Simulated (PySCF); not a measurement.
Species: 1-butene, C4H8.
Numbering: `[CH2:1]=[CH:2][CH2:3][CH3:4]` (hydrogens: H5, H6 on C1; H7 on C2; H8, H9 on C3; H10, H11, H12 on C4)

Torsions of this conformer, `[CH2:1]=[CH:2][CH2:3][CH3:4]`: C1–C2–C3–C4 118°.

The closed-shell ground state was solved at several levels (PySCF, density fitting, gas phase, non-relativistic). The structure is a single GFN2-xTB conformer in the gas phase; no vibrational or solvent corrections.

```tsv
level	basis functions	total energy (Eh)	HOMO (eV)	LUMO (eV)	gap (eV)	dipole (D)
PBE0/pcSseg-1	108	-156.9972	-7.41	0.52	7.93	0.37
B3LYP/pcJ-1	188	-157.2370	-7.16	0.29	7.45	0.36
```

**Question.** Estimate the row for CAM-B3LYP/def2-SVPD, a basis of 144 functions; the other rows only guide the guess.

**Answer.** Total energy -157.0105 Eh, HOMO -8.78 eV, LUMO 1.40 eV, gap 10.18 eV, dipole 0.39 D.

**Question.** Over all these levels, which gives the widest orbital gap and which the narrowest?

**Answer.** CAM-B3LYP/def2-SVPD (range-separated hybrid) has the widest, 10.18 eV, and B3LYP/pcJ-1 (global hybrid, 20 % exact exchange) the narrowest, 7.45 eV. Functional and basis both differ between the two, so the spread mixes both effects.

**Question.** How far do the dipole and the HOMO energy spread over the levels?

**Answer.** The dipole runs from 0.36 to 0.39 D (mean 0.37 D) and the HOMO from -8.78 to -7.16 eV.
